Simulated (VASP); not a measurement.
# TiO2 (P1) in VASP: further runs

The runs below take TiO2 through relaxation of the atoms, band structure, optical spectrum, with PBE, revTPSS, PBEsol.

Everything below comes from runs of VASP 6.6.1. Logs are shortened: lines on timing, memory, paths and dates and some standing lists are left out, and cuts for length are marked.

## Step 1: The structure

The typed cell holds 9 atoms: a = 2.968 Å, b = 4.708 Å, c = 7.241 Å, α = 88.08°, β = 78.18°, γ = 90.00°.

The cell comes from a database or a generator and needn't be the stable form of this composition.

## Step 2: Relaxation of the atoms, PBE, 10.56 Å³/atom (strain = -0.04)

INCAR reads:

```
  PREC = Accurate
  ENCUT = 520
  EDIFF = 1E-6
  ISMEAR = -1
  SIGMA = 0.05
  LREAL = False
  LASPH = True
  NELM = 80
  ALGO = Normal
  ISIF = 2
  LWAVE = False
  LCHARG = False
  GGA = PE
  IBRION = 2
  NSW = 60
  EDIFFG = -0.01
```

KPOINTS reads:

```
regular mesh
0
Gamma
  7 5 3
```

POSCAR reads:

```
TiO2
1.0
    2.8495339644      0.0000000000      0.0000000000
    0.0001997601      4.7076067549      0.0000000000
    1.4242268363      0.2423534620      7.0834647979
Ti O
3 6
Direct
    0.0033718700      0.0003888100      0.0007031900
    0.3446402100      0.4802596500      0.3169598700
    0.6617081400      0.5204743600      0.6844963600
    0.4400381600      0.1854376900      0.1285388000
    0.7779263400      0.2977287500      0.4518780700
    0.1012362400      0.3089534200      0.8062432200
    0.9064972100      0.6918369900      0.1951715700
    0.2294071500      0.7030072800      0.5495147300
    0.5680256700      0.8153000600      0.8728271800
```

Potentials or basis: VASP PAW PBE potentials, release 64 (Ti_sv, O).

On the command line:

```sh
$ cat potpaw_PBE.64/Ti_sv/POTCAR potpaw_PBE.64/O/POTCAR > POTCAR
$ mpirun -np 1 vasp_std > vasp.out
```

OUTCAR:

```text
PREC = Accurate
   ENCUT = 520
   EDIFF = 1E-6
   ISMEAR = -1
   LREAL = False
   LASPH = True
   NELM = 80
   ISIF = 2
   GGA = PE
   IBRION = 2
   NSW = 60
   EDIFFG = -0.01

 ion  position               nearest neighbor table
   1  0.003  0.000  0.001-   9 1.91   4 1.91   4 1.92   9 1.92   7 1.97   6 1.97
   2  0.345  0.480  0.317-   5 1.90   5 1.91   7 1.92   7 1.93   4 1.96   8 1.98
   3  0.662  0.520  0.684-   8 1.90   8 1.91   6 1.92   6 1.93   9 1.96   5 1.98
   4  0.440  0.185  0.129-   1 1.91   1 1.92   2 1.96
   5  0.778  0.298  0.452-   2 1.90   2 1.91   3 1.98
   6  0.101  0.309  0.806-   3 1.92   3 1.93   1 1.97
   7  0.906  0.692  0.195-   2 1.92   2 1.93   1 1.97
   8  0.229  0.703  0.550-   3 1.90   3 1.91   2 1.98
   9  0.568  0.815  0.873-   1 1.91   1 1.92   3 1.96

  LATTYP: Found a triclinic cell.
 ALAT       =     7.2292897870
 B/A-ratio  =     0.3941651322
 C/A-ratio  =     0.6511852337
 COS(alpha) =     0.0000424335
 COS(beta)  =     0.0335321870
 COS(gamma) =     0.1970078498

  Lattice vectors:

 A1 = (   1.4242268363,   0.2423534620,   7.0834647979)
 A2 = (   2.8495339644,   0.0000000000,   0.0000000000)
 A3 = (   0.0001997601,   4.7076067549,   0.0000000000)

Analysis of symmetry for initial positions (statically):
=====================================================================
 Subroutine PRICEL returns:
 Original cell was already a primitive cell.

 Routine SETGRP: Setting up the symmetry group for a
 triclinic supercell.

 Subroutine GETGRP returns: Found  1 space group operations
 (whereof  1 operations were pure point group operations)
 out of a pool of  2 trial point group operations.

The static configuration has the point symmetry C_1 .

Analysis of symmetry for dynamics (positions and initial velocities):
=====================================================================
 Subroutine PRICEL returns:
 Original cell was already a primitive cell.

 Routine SETGRP: Setting up the symmetry group for a
 triclinic supercell.

 Subroutine GETGRP returns: Found  1 space group operations
 (whereof  1 operations were pure point group operations)
 out of a pool of  2 trial point group operations.

The dynamic configuration has the point symmetry C_1 .

 Subroutine INISYM returns: Found  1 space group operations
 (whereof  1 operations are pure point group operations),
 and found     1 'primitive' translations

----------------------------------------------------------------------------------------

                                     Primitive cell

  volume of cell :      95.0210

  direct lattice vectors                    reciprocal lattice vectors
     2.849533964  0.000000000  0.000000000     0.350934578 -0.000014891 -0.070559655
     0.000199760  4.707606755  0.000000000     0.000000000  0.212422161 -0.007267806
     1.424226836  0.242353462  7.083464798     0.000000000  0.000000000  0.141173850

  length of vectors
     2.849533964  4.707606759  7.229289787     0.357957740  0.212546455  0.141173850

  position of ions in fractional coordinates (direct lattice)
     0.003371870  0.000388810  0.000703190
     0.344640210  0.480259650  0.316959870
     0.661708140  0.520474360  0.684496360
     0.440038160  0.185437690  0.128538800
     0.777926340  0.297728750  0.451878070
     0.101236240  0.308953420  0.806243220
     0.906497210  0.691836990  0.195171570
     0.229407150  0.703007280  0.549514730
     0.568025670  0.815300060  0.872827180

  ion indices of the primitive-cell ions
   primitive index   ion index
                 1           1
                 2           2
                 3           3
                 4           4
                 5           5
                 6           6
                 7           7
                 8           8
                 9           9

----------------------------------------------------------------------------------------

 KPOINTS: regular mesh

Automatic generation of k-mesh.
 Grid dimensions read from file:
 generate k-points for:    7    5    3

 Generating k-lattice:

  Cartesian coordinates                     Fractional coordinates (reciprocal lattice)
     0.050133511 -0.000002127 -0.010079951     0.142857143  0.000000000  0.000000000
     0.000000000  0.042484432 -0.001453561     0.000000000  0.200000000  0.000000000
     0.000000000  0.000000000  0.047057950     0.000000000  0.000000000  0.333333333

  Length of vectors
     0.051136820  0.042509291  0.047057950

  Shift w.r.t. Gamma in fractional coordinates (k-lattice)
     0.000000000  0.000000000  0.000000000

 Subroutine IBZKPT returns following result:
 ===========================================

 Found     53 irreducible k-points:

 Following reciprocal coordinates:
            Coordinates               Weight
  0.000000  0.000000  0.000000      1.000000
  0.142857 -0.000000  0.000000      2.000000
  0.285714  0.000000 -0.000000      2.000000
  0.428571 -0.000000 -0.000000      2.000000
  0.000000  0.200000  0.000000      2.000000
  0.142857  0.200000 -0.000000      2.000000
[... 16 lines left out ...]
 -0.428571  0.000000  0.333333      2.000000
 -0.285714 -0.000000  0.333333      2.000000
 [... further k-points ...]
   k-points           NKPTS =     53   k-points in BZ     NKDIM =     53   number of bands    NBANDS=     43
   number of dos      NEDOS =    301   number of ions     NIONS =      9
   total plane-waves  NPLWV =  46656
   dimension x,y,z NGX =    24 NGY =   36 NGZ =   54
   dimension x,y,z NGXF=    48 NGYF=   72 NGZF=  108
   ions per type =               3   6
   NGX,Y,Z   is equivalent  to a cutoff of  14.00, 12.71, 12.42 a.u.
   NGXF,Y,Z  is equivalent  to a cutoff of  28.00, 25.43, 24.84 a.u.
 SYSTEM =  unknown system
   PREC   = accura    normal or accurate (medium, high low for compatibility)
   ISTART =      0    job   : 0-new  1-cont  2-samecut
   ICHARG =      2    charge: 1-file 2-atom 10-const
   ISPIN  =      1    spin polarized calculation?
   LNONCOLLINEAR =      F non collinear calculations
   LSORBIT =      F    spin-orbit coupling
   LASPH  =      T    aspherical Exc in radial PAW
   ENCUT  =  520.0 eV  38.22 Ry    6.18 a.u.   5.30  8.75 13.44*2*pi/ulx,y,z
   NELM   =     80;   NELMIN=  2; NELMDL= -5     # of ELM steps
   EDIFF  = 0.1E-05   stopping-criterion for ELM
   LREAL  =      F    real-space projection
   EDIFFG = -.1E-01   stopping-criterion for IOM
   NSW    =     60    number of steps for IOM
   IBRION =      2    ionic relax: 0-MD 1-quasi-New 2-CG
   NFREE  =      1    steps in history (QN), initial steepest desc. (CG)
   ISIF   =      2    stress and relaxation
   ISYM   =      2    0-nonsym 1-usesym 2-fastsym
   POTIM  = 0.5000    time-step for ionic-motion
   TEBEG  =    0.0;   TEEND  =   0.0 temperature during run
   PSTRESS=    0.0 pullay stress
   NELECT =      72.0000    total number of electrons
   NUPDOWN=      -1.0000    fix difference up-down
   EMIN   =  10.00;   EMAX   =-10.00  energy-range for DOS
   EFERMI =   0.00;   METHOD = LEGACY
   ISMEAR =    -1;   SIGMA  =   0.05  broadening in eV -4-tet -1-fermi 0-gaus
   EFERMI_NEDOS =   21; number of points for ismear=-14 and -15
   IALGO  =     38    algorithm
   IMIX   =      4    mixing-type and parameters
     AMIX     =   0.40;   BMIX     =  1.00
     AMIX_MAG =   1.60;   BMIX_MAG =  1.00
  volume/ion in A,a.u.               =      10.56        71.25
  Fermi-wavevector in a.u.,A,eV,Ry     =   1.492493  2.820404 30.307474  2.227536
  Thomas-Fermi vector in A             =   2.605014
   LORBIT       =      0    0 simple, 1 ext, 2 COOP (PROOUT), +10 PAW based schemes
   GGA     = PE    functional components
   LHFCALC =     F    Hartree Fock is set to
   AEXX    =    0.0000 exact exchange contribution
   IVDW    =     0    specifies the selected vdW correction
   LEPSILON=     F    determine dielectric tensor
   LRPA    =     F    only Hartree local field effects (RPA)
 conjugate gradient relaxation of ions
 non-spin polarized calculation
  energy-cutoff  :      520.00
  volume of cell :       95.02
 maximum number of plane-waves:      2575
 NGX is ok and might be reduce to    24
   NGX = 11   NGY = 17   NGZ = 27

--------------------------------------- Ionic step        1  -------------------------------------------

 number of electron      71.9999999 magnetization

 Free energy of the ion-electron system (eV)
  ---------------------------------------------------
  ext. energy  EPLUGINS =         0.00000000
  ---------------------------------------------------
  free energy    TOTEN  =       -79.91471918 eV

  energy without entropy =      -79.91471918  energy(sigma->0) =      -79.91471918

------------------------ aborting loop because EDIFF is reached ----------------------------------------

  FORCE on cell =-STRESS in cart. coord.  units (eV):
  Direction    XX          YY          ZZ          XY          YZ          ZX
  --------------------------------------------------------------------------------------
  -------------------------------------------------------------------------------------
  Total       15.5470277      6.8371056      7.0033308     -0.0098871     -0.2992060      0.0066547
  in kB      262.1429600    115.2824286    118.0852003     -0.1667088     -5.0449999      0.1122062
  external PRESSURE =     165.1701963 kB  Pullay stress =       0.0000000 kB
[... 110 lines left out ...]
  FREE ENERGIE OF THE ION-ELECTRON SYSTEM (eV)
  ---------------------------------------------------
  free  energy   TOTEN  =       -79.9541384831 eV

  energy  without entropy=      -79.9541384831  energy(sigma->0) =      -79.95413848

[... ionic steps 4 to 7 ...]

--------------------------------------- Ionic step        8  -------------------------------------------

 number of electron      72.0000005 magnetization

------------------------ aborting loop because EDIFF is reached ----------------------------------------
[... 81 lines left out ...]
--------------------------------------- Ionic step       10  -------------------------------------------

 number of electron      72.0000005 magnetization

 Free energy of the ion-electron system (eV)
  ---------------------------------------------------
  ext. energy  EPLUGINS =         0.00000000
  ---------------------------------------------------
  free energy    TOTEN  =       -79.96167395 eV

  energy without entropy =      -79.96167395  energy(sigma->0) =      -79.96167395

 E-fermi :   5.3411     XC(G=0): -11.2153

 val. band max:        4.1444414539   @ k =   0.0000   0.0000   0.3333
 cond. band min:       6.4954382061   @ k =   0.0000   0.0000   0.0000
 fundamental gap:      2.3509967521
 Fermi energy:         5.3410662551

 k-point     1 :       0.0000    0.0000    0.0000
  band No.  band energies     occupation
      1     -52.3290      2.00000
      2     -52.1833      2.00000
      3     -52.1423      2.00000
      4     -28.6547      2.00000
      5     -28.6448      2.00000
      6     -28.5648      2.00000
[... 1093 lines left out ...]
     42       8.0170      0.00000
     43       8.0871      0.00000

 [... further k-points ...]
[... 5 lines left out ...]
  --------------------------------------------------------------------------------------
  -------------------------------------------------------------------------------------
  Total       13.6281877      4.6451231      5.8585174     -0.0029122      0.4470581      0.0029156
  in kB      229.7888403     78.3227728     98.7821673     -0.0491028      7.5379763      0.0491604
  external PRESSURE =     135.6312601 kB  Pullay stress =       0.0000000 kB
[... 24 lines left out ...]
  FREE ENERGIE OF THE ION-ELECTRON SYSTEM (eV)
  ---------------------------------------------------
  free  energy   TOTEN  =       -79.9616739531 eV

  energy  without entropy=      -79.9616739531  energy(sigma->0) =      -79.96167395

 reached required accuracy - stopping structural energy minimisation
```

Run time: 11 min. Hardware: 1 thread of Intel Xeon Platinum 8488C (Sapphire Rapids), shared host; peak memory 0.31 GiB.

What came out:

- Free energy: -79.9617 eV
- Energy gained by relaxing: 5.2 meV/atom
- Ionic steps: 10
- Pressure after relaxing: 13.6 GPa
- Largest force after relaxing: 0.010 eV/Å
- Band gap on the k mesh: 2.35 eV, indirect (least direct gap 2.36 eV)

Caveat: an odd mesh through Γ misses points on the zone boundary, where band edges often lie.

## Step 3: Relaxation of the atoms, PBE, 10.78 Å³/atom (strain = -0.02)

INCAR is that of step 2.

KPOINTS is that of step 2.

POSCAR, as its differences from that of step 2:

```diff
@@ -2,5 +2,5 @@
 1.0
-    2.8495339644      0.0000000000      0.0000000000
-    0.0001997601      4.7076067549      0.0000000000
-    1.4242268363      0.2423534620      7.0834647979
+    2.9088992554      0.0000000000      0.0000000000
+    0.0002039217      4.7076067549      0.0000000000
+    1.4538982287      0.2423534620      7.0834647979
 Ti O
```

Potentials or basis: VASP PAW PBE potentials, release 64 (Ti_sv, O).

On the command line:

```sh
$ cat potpaw_PBE.64/Ti_sv/POTCAR potpaw_PBE.64/O/POTCAR > POTCAR
$ mpirun -np 1 vasp_std > vasp.out
```

Wall time 11 min (1 thread of Intel Xeon Platinum 8488C (Sapphire Rapids), shared host); peak memory 0.31 GiB.

The run converged. Its results:

```yaml
Free_energy: -80.1839 eV
Energy_gained_by_relaxing: 1.9 meV/atom
Ionic_steps: 11
Pressure_after_relaxing: 8.4 GPa
Largest_force_after_relaxing: 0.005 eV/Å
Band_gap_on_the_k_mesh: 2.32 eV, indirect (least direct gap 2.33 eV)
```

Caveat: an odd mesh through Γ misses points on the zone boundary, where band edges often lie.

[end of part 1 of 2]
